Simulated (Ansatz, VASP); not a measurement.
## One calculation of BP, two programs

POSCAR

```
BP
1.0
    0.0000000000      2.3000860547      2.2080826125
    2.3000860547      0.0000000000      2.2080826125
    2.3000860547      2.3000860547      0.0000000000
B P
1 1
Direct
    0.0000000000      0.0000000000      0.0000000000
    0.7500000000      0.7500000000      0.7500000000
```

The input INCAR.step1:

```
SYSTEM = BP
ALGO = Normal
EDIFF = 1E-4
ENCUT = 520
GGA = PE
ISMEAR = 0
LASPH = .True.
LCHARG = .False.
LREAL = .False.
LWAVE = .True.
NBANDS = 11
NELM = 80
PREC = Accurate
SIGMA = 0.05
```

Contents of INCAR.step2:

```
SYSTEM = BP
ALGO = Normal
EDIFF = 1E-6
ENCUT = 520
ISIF = 2
ISMEAR = 0
ISTART = 1
LASPH = .True.
LCHARG = .False.
LMIXTAU = .True.
LREAL = .False.
LWAVE = .False.
METAGGA = R2SCAN
NBANDS = 11
NELM = 80
PREC = Accurate
SIGMA = 0.05
```

The input KPOINTS:

```
k-points
0
Gamma
  8 8 8
  0 0 0
```

Input for Ansatz:

```yaml
crystal:
  lattice:
    - [0.0, 2.3000860547, 2.2080826125]
    - [2.3000860547, 0.0, 2.2080826125]
    - [2.3000860547, 2.3000860547, 0.0]
  atoms:
    - { symbol: B, position: [0.0, 0.0, 0.0] }
    - { symbol: P, position: [0.75, 0.75, 0.75] }
basis:
  ecutwfc: 500
kpoints:
  mp_grid: { grid: [8, 8, 8] }
hamiltonian:
  xc: r2scan
scf:
  occupations: { method: gaussian, width: 0.05 }
output:
  forces: true
  stress: true
  eigenvalues: true
```

Alike in both runs: task single point; functional r2SCAN; k mesh 8 × 8 × 8; occupations gaussian, width 0.05 eV; no spin polarisation.

|  | VASP | Ansatz |
| --- | --- | --- |
| version | VASP 6.6.1 | Ansatz 0.2.0 |
| potentials or method | VASP PAW PBE potentials, release 64 (B, P) | scalar-relativistic, plane waves, PAW |
| plane-wave cutoff (eV) | 520 | 500 |
| valence electrons in the cell | 8 | 8 |

```tsv
	VASP	Ansatz	Ansatz less VASP
gap on the k mesh at the Fermi level (eV)	0.84	0.81	-0.028
least direct gap on the mesh (eV)	3.21	3.17	-0.038
pressure (GPa)	-0.7	-0.2	+0.51
largest component of the traceless stress (GPa)	7.42	7.39	-0.035
```

Caveats: the PAW data sets were made with another functional, which shifts forces and pressure a little (VASP). A k mesh can miss the band edges. r2SCAN opens gaps a little over a GGA but as a rule still falls short of measured ones.
